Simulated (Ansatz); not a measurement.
WS2, a slab with vacuum:

```
CELL_PARAMETERS angstrom
3.18312 0.00000 0.00000
-1.59156 2.75666 0.00000
0.00000 0.00000 35.18056
ATOMIC_POSITIONS crystal
W 0.33333 0.66667 0.59232
W 0.33333 0.66667 0.22340
W 0.66667 0.33333 0.77660
W 0.66667 0.33333 0.40768
S 0.33333 0.66667 0.82115
S 0.33333 0.66667 0.45202
S 0.66667 0.33333 0.63662
S 0.66667 0.33333 0.26774
S 0.33333 0.66667 0.73226
S 0.33333 0.66667 0.36338
S 0.66667 0.33333 0.54798
S 0.66667 0.33333 0.17885
```

Base run:

- Program: Ansatz 0.2.0
- Functional: LDA
- Potentials or basis: Ansatz PAW
- Cutoff: 420 eV (not typed: the program's choice for these potentials)
- k mesh: 7 × 7 × 1
- Occupations: fermi-dirac, width 0.05 eV
- Spin: no spin polarisation

Its results: band gap on the k mesh 1.35 eV, indirect (least direct gap 2.35 eV); largest force 0.540 eV/Å.

Question: The run is repeated on the same cell with these changes: functional from LDA to PBE. What comes out?

Answer: Band gap on the k mesh 1.41 eV, indirect (least direct gap 2.38 eV); largest force 0.231 eV/Å.

Caveats: the k mesh misses the band edges, so the gap on the mesh is wider than the one along the path; spin-orbit coupling is left out, which moves the levels of the heavy elements; the PAW data sets come from PBE, with cores solved anew for the run's functional, which leaves a small shift of forces and pressure (some runs).
